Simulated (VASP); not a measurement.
# ZrN (Fm-3m) in VASP: notebook

Aim: see how the results for ZrN move with the level of theory and the settings. Levels: PBE, PBEsol. Tasks: relaxation of cell and atoms.

All numbers are computed with VASP 6.6.1; they aren't measurements. Logs are shortened: lines on timing, memory, paths and dates and some standing lists are left out, and cuts for length are marked.

### Step 1. Starting point

It takes space group Fm-3m (No. 225, cubic). The conventional cell has a = 4.600 Å, b = 4.600 Å, c = 4.600 Å, α = 90.00°, β = 90.00°, γ = 90.00°. Around Zr (site symmetry m-3m) lie 6 N at 2.30 Å. N (site symmetry m-3m) has 6 Zr at 2.30 Å as nearest neighbours.

### Step 2. Relaxation of cell and atoms, PBE

Contents of INCAR:

```
PREC = Accurate
ENCUT = 300
EDIFF = 1E-6
ISMEAR = 1
SIGMA = 0.1
LREAL = False
LASPH = True
NELM = 80
ALGO = Normal
ISIF = 3
LWAVE = False
LCHARG = False
GGA = PE
IBRION = 2
NSW = 90
EDIFFG = -0.01
```

Contents of KPOINTS:

```
regular mesh
0
Gamma
  7 7 7
```

Contents of POSCAR:

```
ZrN
1.0
    0.0000000000      2.3000000000      2.3000000000
    2.3000000000      0.0000000000      2.3000000000
    2.3000000000      2.3000000000      0.0000000000
Zr N
1 1
Direct
    0.5000000000      0.5000000000      0.5000000000
    0.0000000000      0.0000000000      0.0000000000
```

Potentials or basis: VASP PAW PBE potentials, release 64 (Zr_sv, N_s).

The run is started by

```console
cat potpaw_PBE.64/Zr_sv/POTCAR potpaw_PBE.64/N_s/POTCAR > POTCAR
mpirun -np 1 vasp_std > vasp.out
```

OUTCAR:

```text
PREC = Accurate
   ENCUT = 300
   EDIFF = 1E-6
   ISMEAR = 1
   LREAL = False
   LASPH = True
   NELM = 80
   ISIF = 3
   GGA = PE
   IBRION = 2
   NSW = 90
   EDIFFG = -0.01

 ion  position               nearest neighbor table
   1  0.500  0.500  0.500-   2 2.30   2 2.30   2 2.30   2 2.30   2 2.30   2 2.30
   2  0.000  0.000  0.000-   1 2.30   1 2.30   1 2.30   1 2.30   1 2.30   1 2.30

  LATTYP: Found a face centered cubic cell.
 ALAT       =     4.6000000000

  Lattice vectors:

 A1 = (   0.0000000000,   2.3000000000,   2.3000000000)
 A2 = (   2.3000000000,   0.0000000000,   2.3000000000)
 A3 = (   2.3000000000,   2.3000000000,   0.0000000000)

Analysis of symmetry for initial positions (statically):
=====================================================================
 Subroutine PRICEL returns:
 Original cell was already a primitive cell.

 Routine SETGRP: Setting up the symmetry group for a
 face centered cubic supercell.

 Subroutine GETGRP returns: Found 48 space group operations
 (whereof 48 operations were pure point group operations)
 out of a pool of 48 trial point group operations.

The static configuration has the point symmetry O_h .

Analysis of symmetry for dynamics (positions and initial velocities):
=====================================================================
 Subroutine PRICEL returns:
 Original cell was already a primitive cell.

 Routine SETGRP: Setting up the symmetry group for a
 face centered cubic supercell.

 Subroutine GETGRP returns: Found 48 space group operations
 (whereof 48 operations were pure point group operations)
 out of a pool of 48 trial point group operations.

The dynamic configuration has the point symmetry O_h .

 Subroutine INISYM returns: Found 48 space group operations
 (whereof 48 operations are pure point group operations),
 and found     1 'primitive' translations

----------------------------------------------------------------------------------------

                                     Primitive cell

  volume of cell :      24.3340

  direct lattice vectors                    reciprocal lattice vectors
     0.000000000  2.300000000  2.300000000    -0.217391304  0.217391304  0.217391304
     2.300000000  0.000000000  2.300000000     0.217391304 -0.217391304  0.217391304
     2.300000000  2.300000000  0.000000000     0.217391304  0.217391304 -0.217391304

  length of vectors
     3.252691193  3.252691193  3.252691193     0.376532784  0.376532784  0.376532784

  position of ions in fractional coordinates (direct lattice)
     0.500000000  0.500000000  0.500000000
     0.000000000  0.000000000  0.000000000

  ion indices of the primitive-cell ions
   primitive index   ion index
                 1           1
                 2           2

----------------------------------------------------------------------------------------

 KPOINTS: regular mesh

Automatic generation of k-mesh.
 Grid dimensions read from file:
 generate k-points for:    7    7    7

 Generating k-lattice:

  Cartesian coordinates                     Fractional coordinates (reciprocal lattice)
    -0.031055901  0.031055901  0.031055901     0.142857143  0.000000000  0.000000000
     0.031055901 -0.031055901  0.031055901     0.000000000  0.142857143  0.000000000
     0.031055901  0.031055901 -0.031055901     0.000000000  0.000000000  0.142857143

  Length of vectors
     0.053790398  0.053790398  0.053790398

  Shift w.r.t. Gamma in fractional coordinates (k-lattice)
     0.000000000  0.000000000  0.000000000

 Subroutine IBZKPT returns following result:
 ===========================================

 Found     20 irreducible k-points:

 Following reciprocal coordinates:
            Coordinates               Weight
  0.000000  0.000000  0.000000      1.000000
  0.142857  0.000000  0.000000      8.000000
  0.285714  0.000000  0.000000      8.000000
  0.428571  0.000000  0.000000      8.000000
  0.142857  0.142857  0.000000      6.000000
  0.285714  0.142857  0.000000     24.000000
[... 12 lines left out ...]
 -0.428571  0.428571  0.142857     24.000000
 -0.285714  0.428571  0.142857     24.000000
   k-points           NKPTS =     20   k-points in BZ     NKDIM =     20   number of bands    NBANDS=     12
   number of dos      NEDOS =    301   number of ions     NIONS =      2
   total plane-waves  NPLWV =   5832
   dimension x,y,z NGX =    18 NGY =   18 NGZ =   18
   dimension x,y,z NGXF=    36 NGYF=   36 NGZF=   36
   ions per type =               1   1
   NGX,Y,Z   is equivalent  to a cutoff of   9.20,  9.20,  9.20 a.u.
   NGXF,Y,Z  is equivalent  to a cutoff of  18.40, 18.40, 18.40 a.u.
 SYSTEM =  unknown system
   PREC   = accura    normal or accurate (medium, high low for compatibility)
   ISTART =      0    job   : 0-new  1-cont  2-samecut
   ICHARG =      2    charge: 1-file 2-atom 10-const
   ISPIN  =      1    spin polarized calculation?
   LNONCOLLINEAR =      F non collinear calculations
   LSORBIT =      F    spin-orbit coupling
   LASPH  =      T    aspherical Exc in radial PAW
   ENCUT  =  300.0 eV  22.05 Ry    4.70 a.u.   4.59  4.59  4.59*2*pi/ulx,y,z
   NELM   =     80;   NELMIN=  2; NELMDL= -5     # of ELM steps
   EDIFF  = 0.1E-05   stopping-criterion for ELM
   LREAL  =      F    real-space projection
   EDIFFG = -.1E-01   stopping-criterion for IOM
   NSW    =     90    number of steps for IOM
   IBRION =      2    ionic relax: 0-MD 1-quasi-New 2-CG
   NFREE  =      1    steps in history (QN), initial steepest desc. (CG)
   ISIF   =      3    stress and relaxation
   ISYM   =      2    0-nonsym 1-usesym 2-fastsym
   POTIM  = 0.5000    time-step for ionic-motion
   TEBEG  =    0.0;   TEEND  =   0.0 temperature during run
   PSTRESS=    0.0 pullay stress
   NELECT =      17.0000    total number of electrons
   NUPDOWN=      -1.0000    fix difference up-down
   EMIN   =  10.00;   EMAX   =-10.00  energy-range for DOS
   EFERMI =   0.00;   METHOD = LEGACY
   ISMEAR =     1;   SIGMA  =   0.10  broadening in eV -4-tet -1-fermi 0-gaus
   EFERMI_NEDOS =   21; number of points for ismear=-14 and -15
   IALGO  =     38    algorithm
   IMIX   =      4    mixing-type and parameters
     AMIX     =   0.40;   BMIX     =  1.00
     AMIX_MAG =   1.60;   BMIX_MAG =  1.00
  volume/ion in A,a.u.               =      12.17        82.11
  Fermi-wavevector in a.u.,A,eV,Ry     =   1.452624  2.745062 28.709889  2.110117
  Thomas-Fermi vector in A             =   2.569985
   LORBIT       =      0    0 simple, 1 ext, 2 COOP (PROOUT), +10 PAW based schemes
   GGA     = PE    functional components
   LHFCALC =     F    Hartree Fock is set to
   AEXX    =    0.0000 exact exchange contribution
   IVDW    =     0    specifies the selected vdW correction
   LEPSILON=     F    determine dielectric tensor
   LRPA    =     F    only Hartree local field effects (RPA)
 conjugate gradient relaxation of ions
 non-spin polarized calculation
 Methfessel and Paxton  Order N= 1 SIGMA  =   0.10
  energy-cutoff  :      300.00
  volume of cell :       24.33
 maximum number of plane-waves:       298
   NGX =  9   NGY =  9   NGZ =  9

--------------------------------------- Ionic step        1  -------------------------------------------

 number of electron      17.0000008 magnetization

 Free energy of the ion-electron system (eV)
  ---------------------------------------------------
  ext. energy  EPLUGINS =         0.00000000
  ---------------------------------------------------
  free energy    TOTEN  =       -20.35480597 eV

  energy without entropy =      -20.35513406  energy(sigma->0) =      -20.35491534

------------------------ aborting loop because EDIFF is reached ----------------------------------------

  FORCE on cell =-STRESS in cart. coord.  units (eV):
  Direction    XX          YY          ZZ          XY          YZ          ZX
  --------------------------------------------------------------------------------------
  -------------------------------------------------------------------------------------
  Total       -0.2445993     -0.2445993     -0.2445993     -0.0000000     -0.0000000      0.0000000
  in kB      -16.1046880    -16.1046880    -16.1046880     -0.0000000     -0.0000000      0.0000000
  external PRESSURE =     -16.1046880 kB  Pullay stress =       0.0000000 kB

 VOLUME and BASIS-vectors are now :
 -----------------------------------------------------------------------------
  energy-cutoff  :      300.00
  volume of cell :       24.33
      direct lattice vectors                 reciprocal lattice vectors
     0.000000000  2.300000000  2.300000000    -0.217391304  0.217391304  0.217391304
     2.300000000  0.000000000  2.300000000     0.217391304 -0.217391304  0.217391304
     2.300000000  2.300000000  0.000000000     0.217391304  0.217391304 -0.217391304
[... 37 lines left out ...]
 POSITION                                       TOTAL-FORCE (eV/Angst)
 -----------------------------------------------------------------------------------
      2.28643      2.28643      2.28643        -0.000000     -0.000000     -0.000000
      2.28643      0.00000      2.28643         0.000000      0.000000      0.000000
 -----------------------------------------------------------------------------------
    total drift:                               -0.000000     -0.000000     -0.000000

  FREE ENERGIE OF THE ION-ELECTRON SYSTEM (eV)
  ---------------------------------------------------
  free  energy   TOTEN  =       -20.3530517071 eV

  energy  without entropy=      -20.3533097122  energy(sigma->0) =      -20.35313771

--------------------------------------- Ionic step        3  -------------------------------------------

 number of electron      17.0000008 magnetization

 Free energy of the ion-electron system (eV)
  ---------------------------------------------------
  ext. energy  EPLUGINS =         0.00000000
  ---------------------------------------------------
  free energy    TOTEN  =       -20.35559042 eV

  energy without entropy =      -20.35589355  energy(sigma->0) =      -20.35569147

 E-fermi :  12.4075     XC(G=0): -12.4857

 val. band max:       12.3825275929   @ k =   0.1429   0.0000   0.0000
 cond. band min:      12.5439829649   @ k =   0.4286   0.1429   0.0000
 fundamental gap:      0.1614553720
 Fermi energy:        12.4074867519

 k-point     1 :       0.0000    0.0000    0.0000
  band No.  band energies     occupation
      1     -37.3503      2.00000
      2     -14.9893      2.00000
      3     -14.9893      2.00000
      4     -14.9893      2.00000
      5      -4.0280      2.00000
      6       9.5599      2.00000
      7       9.5599      2.00000
      8       9.5599      2.00000
      9      11.8316      2.00000
     10      11.8316      2.00000
     11      11.8316      2.00000
     12      13.8107     -0.00000

 k-point     2 :       0.1429    0.0000    0.0000
  band No.  band energies     occupation
      1     -37.3245      2.00000
      2     -15.2264      2.00000
      3     -15.0071      2.00000
      4     -15.0071      2.00000
      5      -3.6374      2.00000
      6       8.1768      2.00000
      7       8.6243      2.00000
      8       8.6243      2.00000
      9      12.2625      2.05965
     10      12.3825      1.40821
     11      12.3825      1.40821
     12      15.1179      0.00000
[... 290 lines left out ...]
 POSITION                                       TOTAL-FORCE (eV/Angst)
 -----------------------------------------------------------------------------------
      2.29513      2.29513      2.29513        -0.000000     -0.000000     -0.000000
      0.00000      0.00000      0.00000         0.000000      0.000000      0.000000
 -----------------------------------------------------------------------------------
    total drift:                               -0.000000     -0.000000     -0.000000

  FREE ENERGIE OF THE ION-ELECTRON SYSTEM (eV)
  ---------------------------------------------------
  free  energy   TOTEN  =       -20.3555904247 eV

  energy  without entropy=      -20.3558935519  energy(sigma->0) =      -20.35569147

 reached required accuracy - stopping structural energy minimisation
```

Run time: 8.9 s. Hardware: 1 thread of Intel Xeon Platinum 8375C at 2.90GHz (Ice Lake), shared host; peak memory 0.11 GiB.

These settings aren't checked as converged: the numbers below hold their error.

Results:

| Item | Value |
| --- | --- |
| Free energy | -20.3556 eV |
| Relaxed volume | 12.09 Å³/atom |
| Relaxed cell | a = 3.246 Å, b = 3.246 Å, c = 3.246 Å, α = 60.00°, β = 60.00°, γ = 60.00° |
| Space group after relaxing (to 0.05 Å) | Fm-3m (No. 225) |
| Energy gained by relaxing | 0.4 meV/atom |
| Ionic steps | 3 |
| Band gap on the k mesh | none (metal or under the smearing width) |

Caveat: the cutoff is under 1.25 times the usual one of these potentials, so pressure, stress and relaxed cells hold a basis-set (Pulay) error.

### Step 3. Relaxation of cell and atoms, PBE

This run uses another cell than the first one, of 12.09 Å³/atom, 0.994 times its volume.

Changes to INCAR since step 2:

```diff
@@ -2,3 +2,3 @@
 ENCUT = 300
-EDIFF = 1E-6
+EDIFF = 1E-7
 ISMEAR = 1
@@ -15,2 +15,2 @@
 NSW = 90
-EDIFFG = -0.01
+EDIFFG = -0.005
```

KPOINTS is that of step 2.

Contents of POSCAR:

```
ZrN                                     
1.0
   -0.0000000000      2.2951338412      2.2951338412
    2.2951338412      0.0000000000      2.2951338412
    2.2951338412      2.2951338412      0.0000000000
  Zr              N             
     1     1
Direct
     0.5000000000000000    0.5000000000000000    0.5000000000000000
     0.0000000000000000    0.0000000000000000    0.0000000000000000
```

Potentials or basis: VASP PAW PBE potentials, release 64 (Zr_sv, N_s).

The run is started by

```console
cat potpaw_PBE.64/Zr_sv/POTCAR potpaw_PBE.64/N_s/POTCAR > POTCAR
mpirun -np 1 vasp_std > vasp.out
```

It took 4.8 s on 1 thread of Intel Xeon Platinum 8375C at 2.90GHz (Ice Lake), shared host; peak memory 0.11 GiB.

The run converged, but some of its settings lie outside the range that counts as converged, so its numbers aren't taken as properties of the crystal.

Results:

* Free energy: -20.3544 eV
* Band gap on the k mesh: none (metal or under the smearing width)

Caveat: the cutoff is under 1.25 times the usual one of these potentials, so pressure, stress and relaxed cells hold a basis-set (Pulay) error; the relaxation stopped at its first step, so nothing moved.

### Step 4. Relaxation of cell and atoms, PBEsol

Contents of INCAR:

```
SYSTEM = ZrN
PREC = Accurate
ENCUT = 600
EDIFF = 1E-6
ISMEAR = 1
SIGMA = 0.1
LREAL = .FALSE.
LASPH = .TRUE.
NELM = 80
ALGO = Normal
ISIF = 3
LWAVE = .FALSE.
LCHARG = .FALSE.
GGA = PS
IBRION = 2
NSW = 90
EDIFFG = -0.01
KPAR = 4
```

Contents of KPOINTS:

```
regular mesh
0
G
  14 14 14
  0 0 0
```

Contents of POSCAR:

```
ZrN
1.0
    0.0000000000      2.3000000000      2.3000000000
    2.3000000000      0.0000000000      2.3000000000
    2.3000000000      2.3000000000      0.0000000000
Zr N
1 1
Direct
    0.5000000000      0.5000000000      0.5000000000
    0.0000000000      0.0000000000      0.0000000000
```

Potentials or basis: VASP PAW PBE potentials, release 64 (Zr_sv, N).

The run is started by

```console
cat potpaw_PBE.64/Zr_sv/POTCAR potpaw_PBE.64/N/POTCAR > POTCAR
mpirun -np 4 vasp_std > vasp.out
```

Run time: 21 s. Hardware: 4 MPI ranks of Intel Xeon Platinum 8375C at 2.90GHz (Ice Lake), shared host; peak memory 0.19 GiB.

It converged, with:

```yaml
Free_energy: -21.5510 eV
Relaxed_volume: 11.81 Å³/atom
Relaxed_cell: a = 3.221 Å, b = 3.221 Å, c = 3.221 Å, α = 60.00°, β = 60.00°, γ = 60.00°
Space_group_after_relaxing_to_0.05_Å: Fm-3m (No. 225)
Energy_gained_by_relaxing: 8.9 meV/atom
Ionic_steps: 3
Pressure_after_relaxing: -0.1 GPa
Band_gap_on_the_k_mesh: none (metal or under the smearing width)
```

The path:
| step | energy change (eV) | largest force (eV/Å) | pressure (GPa) | volume (Å³) |
| --- | --- | --- | --- | --- |
| 1 | 0.0000 | 0.0000 | -7.61 | 24.33 |
| 2 | 0.0439 | 0.0000 | 16.55 | 22.36 |
| 3 | -0.0177 | 0.0000 | -0.13 | 23.62 |

Final structure:
```yaml
crystal:
  lattice:
    - [0.00000, 2.27731, 2.27731]
    - [2.27731, 0.00000, 2.27731]
    - [2.27731, 2.27731, 0.00000]
  atoms:
    - { symbol: Zr, position: [0.50000, 0.50000, 0.50000] }
    - { symbol: N, position: [0.00000, 0.00000, 0.00000] }
```

Levels at points of the mesh, in eV from the Fermi level:
```
           k point  band 5  band 6  band 7  band 8  band 9  band 10  band 11  band 12
(0.00, 0.00, 0.00)  -16.30   -2.67   -2.67   -2.67   -0.44    -0.44    -0.44     1.61
(0.50, 0.00, 0.00)  -13.95   -7.79   -5.80   -5.80    3.12     3.19     3.19     4.78
(0.50, 0.50, 0.00)  -15.77   -4.54   -3.61   -3.15   -3.15     3.47     4.70     4.70
```

Caveat: the PAW data sets were made with another functional, which shifts forces and pressure a little.

### Step 5. Relaxation of cell and atoms, PBEsol

This run uses another cell than the first one, of 11.81 Å³/atom, 0.971 times its volume.

Changes to INCAR since step 4:

```diff
@@ -3,3 +3,3 @@
 ENCUT = 600
-EDIFF = 1E-6
+EDIFF = 1E-7
 ISMEAR = 1
@@ -16,3 +16,3 @@
 NSW = 90
-EDIFFG = -0.01
+EDIFFG = -0.005
 KPAR = 4
```

KPOINTS is that of step 4.

Contents of POSCAR:

```
ZrN                                     
1.0
    0.0000000000      2.2773057248      2.2773057248
    2.2773057248      0.0000000000      2.2773057248
    2.2773057248      2.2773057248      0.0000000000
  Zr              N             
     1     1
Direct
     0.5000000000000000    0.5000000000000000    0.5000000000000000
     0.0000000000000000    0.0000000000000000    0.0000000000000000
```

The run is started by

```console
cat potpaw_PBE.64/Zr_sv/POTCAR potpaw_PBE.64/N/POTCAR > POTCAR
mpirun -np 4 vasp_std > vasp.out
```

Wall time 20 s (4 MPI ranks of Intel Xeon Platinum 8375C at 2.90GHz (Ice Lake), shared host); peak memory 0.18 GiB.

Results (log left out):

```yaml
Free_energy: -21.5498 eV
Relaxed_volume: 11.80 Å³/atom
Relaxed_cell: a = 3.220 Å, b = 3.220 Å, c = 3.220 Å, α = 60.00°, β = 60.00°, γ = 60.00°
Space_group_after_relaxing_to_0.05_Å: Fm-3m (No. 225)
Energy_gained_by_relaxing: 0.0 meV/atom
Ionic_steps: 3
Pressure_after_relaxing: 0.0 GPa
Band_gap_on_the_k_mesh: none (metal or under the smearing width)
```

Final structure:
```xyz
2
Lattice="0.0000 2.2769 2.2769 2.2769 0.0000 2.2769 2.2769 2.2769 0.0000" Properties=species:S:1:pos:R:3 pbc="T T T"
Zr    2.2769    2.2769    2.2769
N     0.0000    0.0000    0.0000
```

Levels at points of the mesh, in eV from the Fermi level:
```csv
k point,band 5,band 6,band 7,band 8,band 9,band 10,band 11,band 12
"(0.00, 0.00, 0.00)",-16.30,-2.67,-2.67,-2.67,-0.44,-0.44,-0.44,1.61
"(0.50, 0.00, 0.00)",-13.95,-7.80,-5.80,-5.80,3.13,3.19,3.19,4.79
"(0.50, 0.50, 0.00)",-15.78,-4.54,-3.62,-3.15,-3.15,3.47,4.71,4.71
```

Caveat: the PAW data sets were made with another functional, which shifts forces and pressure a little.
